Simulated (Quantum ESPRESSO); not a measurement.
The system is CsPbCl3.

```xyz
5
Lattice="5.6050 0.0000 0.0000 0.0000 5.6050 0.0000 0.0000 0.0000 5.6050" Properties=species:S:1:pos:R:3 pbc="T T T"
Pb    2.8025    2.8025    2.8025
Cs    0.0000    0.0000    0.0000
Cl    2.8025    0.0000    2.8025
Cl    0.0000    2.8025    2.8025
Cl    2.8025    2.8025    0.0000
```

Base run:

| Quantity | Value |
| --- | --- |
| Program | Quantum ESPRESSO 7.5 |
| Functional | PBE |
| Potentials or basis | SSSP 1.3 efficiency PBE |
| Cutoff | 748 eV |
| Density cutoff | 5987 eV |
| k mesh | 5 × 5 × 5 |
| Occupations | fermi-dirac, width 0.05 eV |
| Spin | no spin polarisation |

Its results: pressure 1.7 GPa.

Task: The run is repeated on the same cell with these changes: functional from PBE to r2SCAN; potentials or basis from SSSP 1.3 efficiency PBE to SG15 PBE 1.2; cutoff from 748 eV to 789 eV; density cutoff from 5987 eV to 3157 eV. What comes out?

Result: Pressure 0.5 GPa.

Caveats: the potentials were made for another functional, which shifts forces and pressure (some runs); this potential file gives levels or pressures that part from those of other sets (some runs).

Not every run made on this cell is shown here.
